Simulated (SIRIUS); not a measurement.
Sb in SIRIUS: convergence with k mesh

Crystal: Sb.

```
CELL_PARAMETERS angstrom
3.16000 0.00000 0.00000
0.00000 3.16000 0.00000
0.00000 0.00000 3.16000
ATOMIC_POSITIONS crystal
Sb 0.00000 0.00000 0.00000
```

This isn't the form of Sb at room conditions, which is rhombohedral.

```yaml
Program: SIRIUS 7.12.0
Task: convergence study
Functional: PBE
Potentials_or_basis: all-electron FP-LAPW
Cutoff: 149 eV
Basis: apw+lo standard
k_mesh: 1 × 1 × 1
Occupations: fermi-dirac, width 0.05 eV
Spin: no spin polarisation
```

These are the settings of the first run; the series varies k mesh, with any setting tied to it.

Hardware: 1 thread of Intel(R) Xeon(R) Platinum 8488C (Sapphire Rapids) (shared host).

```
      k mesh  energy less the tightest run, at zero smearing (meV/atom)  SCF cycles  CPU time (s)  peak memory (GiB)
   1 × 1 × 1                                                   10023.99           7            27               0.29
   2 × 2 × 2                                                   -1974.88           8            27               0.29
   4 × 4 × 4                                                     398.32           7            27                0.3
   5 × 5 × 5                                                     107.68           7            28                0.3
   6 × 6 × 6                                                     -25.22           7            31               0.31
   8 × 8 × 8                                                      23.51           7            31               0.33
10 × 10 × 10                                                       0.00           7            38               0.36
```

Not settled before the last step: the energy (to 1 meV/atom). Meshes of other sizes hit other points, so gaps and Fermi surfaces needn't settle smoothly. The tightest run that finished is the yardstick and may itself not be fully converged.

Spin-orbit coupling is left out, which matters for the levels of Sb.
